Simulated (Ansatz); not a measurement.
## Mn (hcp)

Level of theory: DFT, HSE06, scalar-relativistic, collinear spin; plane waves to 420 eV with PAW datasets (Ansatz 0.2.0), Γ-centred 10×10×6 mesh, 0.05 eV Gaussian smearing. The datasets are Ansatz's generated set soft_2.

```cif
data_structure
_symmetry_space_group_name_H-M 'P 1'
_symmetry_Int_Tables_number 1
_cell_length_a 2.8222
_cell_length_b 2.8222
_cell_length_c 4.5777
_cell_angle_alpha 90.000
_cell_angle_beta 90.000
_cell_angle_gamma 120.000
_cell_volume 31.58
loop_
_atom_site_label
_atom_site_type_symbol
_atom_site_fract_x
_atom_site_fract_y
_atom_site_fract_z
_atom_site_occupancy
Mn1 Mn 0.33333 0.66667 0.75000 1
Mn2 Mn 0.66667 0.33333 0.25000 1
```

At room temperature and ambient pressure Mn takes another structure.

Magnetic state: ferromagnetic, site spin moments Mn 4.09 μB.

At this volume the pressure is 8.1 GPa, so the search was stopped short, and this level's equilibrium lies at a larger volume.

A non-hydrostatic stress of up to 0.4 GPa remains in this cell.

Path: Γ–M–K–Γ–A–L–H–A | L–M | H–K, with Γ = (0.000, 0.000, 0.000), M = (0.500, 0.000, 0.000), K = (0.333, 0.333, 0.000), A = (0.000, 0.000, 0.500), L = (0.500, 0.000, 0.500), H = (0.333, 0.333, 0.500) in reciprocal vectors of the calculation's cell.

Problem. Is it a metal or an insulator, and if it has a gap, where are the band edges on this path?

Solution. A metal: bands cross the Fermi level.

Levels between -4 and 4 eV from the Fermi level at the path's named points:
```tsv
point	spin	below E_F (eV)	above E_F (eV)
Γ	up	-3.93 -3.93 -2.96 -2.96 -1.02	
Γ	down	-2.31 -0.77	3.03 3.04 3.04 3.49 3.49 3.98 3.98
M	up	-3.91 -2.89 -2.80 -2.76 -0.34	1.55
M	down	-2.43 -1.81 -0.75 -0.35	2.04 2.81 2.93
K	up	-3.87 -3.05 -3.05 -2.97	2.77 3.37 3.37
K	down	-1.10 -1.05 -1.05 -0.21	1.94 1.94 3.26
A	up	-3.27 -3.27 -3.27 -3.27	
A	down		1.76 1.76 2.99 2.99 2.99 2.99
L	up	-3.78 -3.78 -3.02 -3.02 -2.80 -2.80	0.32 0.32
L	down	-1.88 -1.88 -0.17 -0.17	1.97 1.97 3.90 3.90
H	up	-3.88 -3.88 -2.88 -2.88	3.85 3.85
H	down	-0.56 -0.56	0.21 0.21 0.50 0.50 3.76 3.76
```

Open d and f shells can converge to several self-consistent states; this is the one that the run reached. Pressures of hybrids are less tightly converged. For a metal under a hybrid functional this mesh is coarse. Site moments are of spin, integrated over atomic spheres. Only parallel moments were tried, so the real magnetic order may be another.
